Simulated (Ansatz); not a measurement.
# Band structure of AgCl

```yaml
crystal:
  lattice:
    - [1.87091, -5.55660, 0.00000]
    - [1.87091, 5.55660, 0.00000]
    - [0.00000, 0.00000, 3.92404]
  atoms:
    - { symbol: Ag, position: [0.39656, 0.60344, 0.75000] }
    - { symbol: Ag, position: [0.60344, 0.39656, 0.25000] }
    - { symbol: Cl, position: [0.86545, 0.13455, 0.25000] }
    - { symbol: Cl, position: [0.13455, 0.86545, 0.75000] }
```

Atoms are numbered in the order listed.

Conventional cell: a = 3.742 Å, b = 11.113 Å, c = 3.924 Å, α = 90.00°, β = 90.00°, γ = 90.00°. Ag (atom 1) has 5 Cl at 2.73 to 2.91 Å and 2 Ag at 3.02 Å as nearest neighbours. Around Cl (atom 3) lie 5 Ag at 2.73 to 2.91 Å.

The cell is the one relaxed in the Materials Project (mp-570858), not relaxed further here; entries there can be hypothetical.

Theory: DFT, PBE, all-electron LAPW, scalar-relativistic (Ansatz 0.2.0).

Settings: a Γ-centred 9×9×8 k mesh, Fermi–Dirac smearing of 0.03 eV, basis error target 1 meV/atom, no spin polarisation.

Points in fractions of the reciprocal vectors of this cell: Γ (0, 0, 0), Y (-0.5, 0.5, 0), C0 (-0.278, 0.722, 0), Σ0 (0.278, 0.278, 0), Z (0, 0, 0.5), A0 (0.278, 0.278, 0.5), E0 (-0.278, 0.722, 0.5), T (-0.5, 0.5, 0.5). The path joins them by straight lines in the order Γ–Y–C0–Σ0–Γ–Z–A0–E0–T; legs that retrace an earlier one aren't tabulated. Energies are in eV from the top of the valence band.

Q: Metal or insulator at this level of theory?

A: An insulator or semiconductor: gap 0.46 eV, indirect from the line Σ0 (0.278, 0.278, 0)–Γ to Γ.

Q: Tabulate bands 30 to 37, counted from the lowest band of the run, along the path.

A: 
| k (1/Å) | point | band 30 | band 31 | band 32 | band 33 | band 34 | band 35 | band 36 | band 37 |
| --- | --- | --- | --- | --- | --- | --- | --- | --- | --- |
| 0.00 | Γ | -2.28 | -2.21 | -1.80 | -1.67 | -1.50 | 0.46 | 3.12 | 7.71 |
| 0.14 |  | -2.36 | -2.32 | -1.64 | -1.60 | -1.52 | 0.67 | 3.16 | 7.55 |
| 0.28 |  | -2.42 | -2.24 | -1.58 | -1.57 | -1.51 | 1.22 | 3.30 | 7.19 |
| 0.42 |  | -2.45 | -2.08 | -1.65 | -1.56 | -1.50 | 1.79 | 3.50 | 6.67 |
| 0.57 | Y | -2.44 | -1.98 | -1.68 | -1.63 | -1.48 | 2.04 | 3.63 | 6.37 |
| 0.75 |  | -2.09 | -1.97 | -1.78 | -1.32 | -1.09 | 2.22 | 3.84 | 6.34 |
| 0.94 |  | -2.16 | -1.49 | -1.18 | -0.90 | -0.75 | 2.54 | 4.38 | 6.40 |
| 1.12 |  | -2.07 | -1.27 | -0.66 | -0.50 | -0.41 | 2.70 | 5.07 | 6.72 |
| 1.31 | C0 | -2.02 | -1.22 | -0.76 | -0.10 | -0.07 | 2.85 | 5.63 | 5.79 |
| 1.46 |  | -1.98 | -1.26 | -0.91 | -0.08 | -0.03 | 3.00 | 5.35 | 5.77 |
| 1.61 |  | -1.92 | -1.32 | -1.04 | -0.07 | -0.01 | 3.11 | 5.18 | 5.77 |
| 1.76 |  | -1.98 | -1.26 | -0.91 | -0.08 | -0.03 | 3.00 | 5.35 | 5.77 |
| 1.91 | Σ0 | -2.02 | -1.22 | -0.76 | -0.10 | -0.07 | 2.85 | 5.63 | 5.79 |
| 2.14 |  | -1.98 | -1.46 | -1.01 | -0.27 | -0.07 | 3.26 | 4.70 | 5.22 |
| 2.37 |  | -1.91 | -1.84 | -1.29 | -1.02 | -0.59 | 2.55 | 4.30 | 5.27 |
| 2.61 |  | -2.04 | -1.96 | -1.82 | -1.47 | -1.33 | 1.22 | 3.48 | 6.74 |
| 2.84 | Γ | -2.28 | -2.21 | -1.80 | -1.67 | -1.50 | 0.46 | 3.12 | 7.71 |
| 3.04 |  | -2.18 | -1.77 | -1.67 | -1.64 | -1.34 | 1.03 | 3.51 | 7.77 |
| 3.24 |  | -2.18 | -1.57 | -1.49 | -0.91 | -0.89 | 2.11 | 4.45 | 6.97 |
| 3.44 |  | -2.27 | -1.37 | -1.35 | -0.37 | -0.31 | 3.24 | 5.27 | 6.00 |
| 3.64 | Z | -2.32 | -1.30 | -1.30 | -0.12 | -0.12 | 4.36 | 4.36 | 6.74 |
| 3.88 |  | -2.27 | -1.48 | -1.48 | -0.41 | -0.41 | 4.10 | 4.10 | 7.06 |
| 4.11 |  | -2.16 | -1.92 | -1.92 | -0.96 | -0.96 | 3.36 | 3.36 | 7.68 |
| 4.34 |  | -2.14 | -2.08 | -2.08 | -1.46 | -1.46 | 2.84 | 2.84 | 7.53 |
| 4.58 | A0 | -2.17 | -1.93 | -1.93 | -1.37 | -1.37 | 2.95 | 2.95 | 7.05 |
| 4.73 |  | -2.16 | -2.01 | -2.01 | -1.45 | -1.45 | 2.86 | 2.86 | 7.23 |
| 4.87 |  | -2.14 | -2.06 | -2.06 | -1.49 | -1.49 | 2.81 | 2.81 | 7.32 |
| 5.02 |  | -2.16 | -2.01 | -2.01 | -1.45 | -1.45 | 2.86 | 2.86 | 7.23 |
| 5.17 | E0 | -2.17 | -1.93 | -1.93 | -1.37 | -1.37 | 2.95 | 2.95 | 7.05 |
| 5.36 |  | -2.10 | -1.54 | -1.54 | -1.10 | -1.10 | 3.49 | 3.49 | 6.30 |
| 5.55 |  | -1.98 | -1.04 | -1.04 | -0.89 | -0.89 | 4.13 | 4.13 | 5.71 |
| 5.73 |  | -1.89 | -0.82 | -0.82 | -0.44 | -0.44 | 3.94 | 3.94 | 6.21 |
| 5.92 | T | -1.85 | -0.79 | -0.79 | -0.16 | -0.16 | 3.65 | 3.65 | 6.80 |
